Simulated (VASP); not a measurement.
# GaSb: relaxed cell and band gap, by functional and dispersion

GaSb, F-43m (no. 216), 2 atoms in the cell.

| Functional | Dispersion | Volume (Å³/atom) | Change from the starting volume (fraction) | Gap, path and mesh (eV) | Time (s) |
|---|---|---|---|---|---|
| PBE | none | 30.19 | 0.055 | 0.00 | 45 |
| BLYP | D3(BJ) | 29.06 | 0.015 | 0.00 | 69 |
| optB88-vdW | in the functional | 29.97 | 0.047 | 0.00 | 405 |
| PBE | TS | 29.04 | 0.014 | 0.00 | 48 |

Limits: A zero gap at this level doesn't show that the crystal is a metal.

## Input of the first row

INCAR.step1:
```
SYSTEM = GaSb
PREC = Accurate ; ENCUT = 600
EDIFF = 1E-7 ; ISMEAR = 0
SIGMA = 0.02 ; LREAL = .FALSE.
LASPH = .TRUE. ; GGA_COMPAT = .FALSE.
ALGO = Normal ; NELM = 150
ISIF = 3 ; LWAVE = .FALSE.
LCHARG = .FALSE. ; GGA = PE
IBRION = 2 ; EDIFFG = -0.002
NSW = 60 ; KPAR = 2
```

INCAR.step2, as INCAR.step1 but for:
```
- NSW = 60
+ NSW = 40
```

INCAR.step3, as INCAR.step2 but for:
```
- ISIF = 3
- IBRION = 2
- EDIFFG = -0.002
- NSW = 40
+ ISIF = 2
+ NBANDS = 16
```

KPOINTS:
```
k-points
0
Gamma
  5 5 5
```

KPOINTS_OPT:
```
path GXWKGLUWLK,UX
8
line-mode
reciprocal
 0.0000000000  0.0000000000  0.0000000000  G
 0.5000000000  0.0000000000  0.5000000000  X

 0.5000000000  0.0000000000  0.5000000000  X
 0.5000000000  0.2500000000  0.7500000000  W

 0.5000000000  0.2500000000  0.7500000000  W
 0.3750000000  0.3750000000  0.7500000000  K

 0.3750000000  0.3750000000  0.7500000000  K
 0.0000000000  0.0000000000  0.0000000000  G

 0.0000000000  0.0000000000  0.0000000000  G
 0.5000000000  0.5000000000  0.5000000000  L

 0.5000000000  0.5000000000  0.5000000000  L
 0.6250000000  0.2500000000  0.6250000000  U

 0.6250000000  0.2500000000  0.6250000000  U
 0.5000000000  0.2500000000  0.7500000000  W

 0.5000000000  0.2500000000  0.7500000000  W
 0.5000000000  0.5000000000  0.5000000000  L

 0.5000000000  0.5000000000  0.5000000000  L
 0.3750000000  0.3750000000  0.7500000000  K

 0.6250000000  0.2500000000  0.6250000000  U
 0.5000000000  0.0000000000  0.5000000000  X
```

POSCAR.step1:
```
GaSb
1.0
    0.0000000000      3.0590000000      3.0590000000
    3.0590000000      0.0000000000      3.0590000000
    3.0590000000      3.0590000000      0.0000000000
Sb Ga
1 1
Direct
    0.7500000000      0.7500000000      0.7500000000
    0.0000000000      0.0000000000      0.0000000000
```

Commands (each step's output is kept before the next begins):
```
cat potpaw_PBE.64/Sb/POTCAR potpaw_PBE.64/Ga_d/POTCAR > POTCAR
cp INCAR.step1 INCAR
cp POSCAR.step1 POSCAR
mpirun -np 2 vasp_std > vasp.out
cp CONTCAR POSCAR
rm WAVECAR CHG
cp INCAR.step2 INCAR
mpirun -np 2 vasp_std > vasp.out
cp CONTCAR POSCAR
rm WAVECAR CHG
cp INCAR.step3 INCAR
mpirun -np 2 vasp_std > vasp.out
```

Changes of the last row against the first:
```
(all steps)
+ IVDW = 2
```

VASP 6.6.1 took 45 s on 2 cores (Intel Xeon 6975P-C (Granite Rapids)), a shared host.
